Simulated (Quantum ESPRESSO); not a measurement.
BN under changes of volume

One of the cells (5.969 Å³/atom); the others are scaled copies at fixed shape and fractional positions:

```xyz
4
Lattice="2.5539 0.0000 0.0000 -1.2770 2.2118 0.0000 0.0000 0.0000 4.2269" Properties=species:S:1:pos:R:3 pbc="T T T"
N     0.0000    1.4745    0.5295
N     1.2770    0.7373    2.6430
B     0.0000    1.4745    2.1123
B     1.2770    0.7373    4.2257
```

Measurements of this composition are mostly on another form, of space group No. 194.

- Program: Quantum ESPRESSO 7.5
- Functional: LDA
- Potentials or basis: GBRV 1.5 LDA
- Cutoff: 612 eV
- Density cutoff: 4898 eV
- k mesh: 12 × 12 × 6
- Occupations: fermi-dirac, width 0.05 eV
- Spin: no spin polarisation

```tsv
volume (Å³/atom)	energy over the lowest point (meV/atom)	pressure (GPa)	gap on the mesh (eV)
5.611	5.75	12.1	4.86
5.730	0.00	3.1	4.90
5.850	0.66	-5.1	4.93
5.969	?	?	?
6.088	18.88	-19.2	4.99
6.208	35.44	-25.4	5.02
6.327	56.38	-31.0	5.04
```

Task: What does the run at 5.969 Å³/atom give?

Result: Energy over the lowest point 7.13 meV/atom; pressure -12.5 GPa; gap on the mesh 4.96 eV.

Worked out: A Birch-Murnaghan fit of order 3 (a polynomial in V^(-2/3)) to the other rows has its minimum at 5.78 Å³/atom with B0 = V·E''(V) = 400 GPa and B' = 3.6 at fixed shape and positions, which overstates the stiffness. It gives 7.12 meV/atom at 5.969 Å³/atom, against the run's 7.13, and -dE/dV = -12.3 GPa, against -12.5. A straight line through the other rows of the gap, of slope 1.5 eV per unit of ln V, gives 4.96 eV, against the run's 4.96.

Energies are extrapolated to zero smearing.

Caveats: the cell as given lies far from equilibrium (some runs).

A mesh can miss the band edges.
